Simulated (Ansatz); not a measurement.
**Structure types of Pb at zero pressure (relativity switched off)**

Structure types of Pb are relaxed in primitive cells with their symmetry kept at 0 GPa, first on PAW files, then by LAPW. The enthalpy is E + pV at zero temperature, without zero-point motion. Only the types listed were tried, and differences under about 5 meV/atom are mesh noise.

Level of theory: DFT with PBE, non-relativistic, in Ansatz 0.2.0; Fermi–Dirac smearing of 0.05 eV, no spin polarisation. LAPW: all electrons, basis error target 0.5 meV/atom.

k meshes: fcc 14×14×14, bcc 15×15×15, hcp 13×13×7, sc 13×13×13, diamond 11×11×11.

```tsv
start type	ends as	a, b, c (Å)	V (Å³/atom)	H − H(lowest), LAPW (meV/atom)
fcc	fcc, Fm-3m	5.098, 5.098, 5.098	33.12	132.5
bcc	bcc, Im-3m	4.018, 4.018, 4.018	32.44	?
hcp	hcp, P6_3/mmc	3.620, 3.620, 5.766	32.72	118.2
sc	sc, Pm-3m	3.273, 3.273, 3.273	35.07	?
diamond	diamond, Fd-3m	7.082, 7.082, 7.082	44.40	0.0
```

Q: Fill in "H − H(lowest), LAPW (meV/atom)" for the row "sc".

A: 75.3.

Q: What belongs in the row "bcc", column "H − H(lowest), LAPW (meV/atom)"?

A: 115.9.
